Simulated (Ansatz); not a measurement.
## One structure, 3 elements: LiF, NaF, KF

Plane-wave DFT in Ansatz with scalar-relativistic PAW potentials, cutoff 420 eV, Γ-centred meshes chosen by cell and gap, Gaussian smearing with energies taken to zero width. Every cell was relaxed (cell and atoms) in a run of its own, within the symmetry of its start. Functional: PBE.

All members share space group Fm-3m and the same sites; only the element on one set of sites changes (Li, Na, K). Members needn't be the stable form of their composition. Energies over the elements, where given, are against the elements' standard states in the same functional (H₂, N₂, O₂ and halogens uncorrected, Hg as a solid). The first member:

Space group Fm-3m (No. 225). a = 4.068 Å, b = 4.068 Å, c = 4.068 Å, α = 90.00°, β = 90.00°, γ = 90.00°
| atom | site | symmetry | x | y | z |
| --- | --- | --- | --- | --- | --- |
| Li | 4a | m-3m | 0.0000 | 0.0000 | 0.0000 |
| F | 4b | m-3m | 0.5000 | 0.0000 | 0.0000 |

Q: How do size, gap and binding change down the group?

A:
```csv
compound,V (Å³/atom),a (Å),gap on mesh (eV),energy over elements (eV/atom)
LiF,8.42,4.068,8.83,-2.945
NaF,12.98,4.700,6.09,-2.711
KF,19.91,5.421,5.96,-2.713
```

Over the series the volume grows at each step down the group; the gap narrows; binding against the elements is strongest for Li.